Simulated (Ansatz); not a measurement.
`FC(F)(F)[SeH]` + `F[SiH3]` → `F[SiH2][SeH]` + `FC(F)F`  (formal exchange of groups at the Se–C bond)

Computed with Ansatz on PBE0-D4/def2-TZVP structures; ΔE is electronic, products minus reactants. CBS: MP2 limit from def2 TZ/QZ plus the TZ coupled-cluster correction, frozen cores. This one scheme is used for every species. Functionals use def2-TZVPP. For Se outer-core shells are correlated without core-valence functions, which leaves a few kJ/mol of doubt a bond. Scalar relativity is left out up to krypton. Each species was taken in one conformer, which may not be the lowest.

`FC(F)(F)[SeH]`:

Cartesian coordinates in Å:
```
F -1.696 0.108 -0.244
C -0.384 -0.116 -0.270
F 0.095 0.345 -1.423
F -0.187 -1.432 -0.258
Se 0.413 0.775 1.283
H 1.758 0.320 0.911
```

`F[SiH3]`:

Cartesian coordinates in Å:
```
F 0.223 1.174 -1.003
Si -0.006 -0.030 0.026
H -0.666 0.510 1.237
H 1.315 -0.609 0.367
H -0.866 -1.045 -0.628
```

`F[SiH2][SeH]`:

Cartesian coordinates in Å:
```
F 0.504 1.074 1.361
Si -0.373 0.153 0.393
Se 0.462 0.077 -1.703
H -0.397 -1.197 0.996
H -1.717 0.759 0.276
H 1.522 -0.867 -1.322
```

`FC(F)F`:

Cartesian coordinates in Å:
```
F -0.977 -0.871 -0.087
C 0.005 0.017 0.057
F 1.142 -0.539 -0.355
F -0.258 1.067 -0.718
H 0.088 0.326 1.102
```

CCSD(T)/CBS gives -32.4 kcal/mol.

Q: Another level gave -30.1 kcal/mol. Which?
A. PBE0/def2-TZVPP
B. BLYP-D4/def2-TZVPP
C. LDA (SPW92)/def2-TZVPP
D. PBE-QIDH/def2-TZVPP

A: C. LDA (SPW92) -30.1, PBE0 -32.5, BLYP-D4 -29.1, PBE-QIDH -33.6 kcal/mol.

Largest T1 diagnostic among the species: 0.012.

From BLYP to BHLYP (50 % exact exchange), in def2-TZVPP and without D4, ΔE moves by −3.2 kcal/mol. At CCSD(T), def2-SVP lies +1.6 kcal/mol from the extrapolated value and def2-TZVPP +0.7 kcal/mol. Leaving LDA and LC-ωPBE aside and taking each functional with its dispersion term where it has one, the values spread over 4.4 kcal/mol, from PBE-QIDH to BLYP-D4.

CCSD(T)/CBS has its own doubt, a few kJ/mol and more with outer-core shells, so smaller differences from it don't rank the levels.
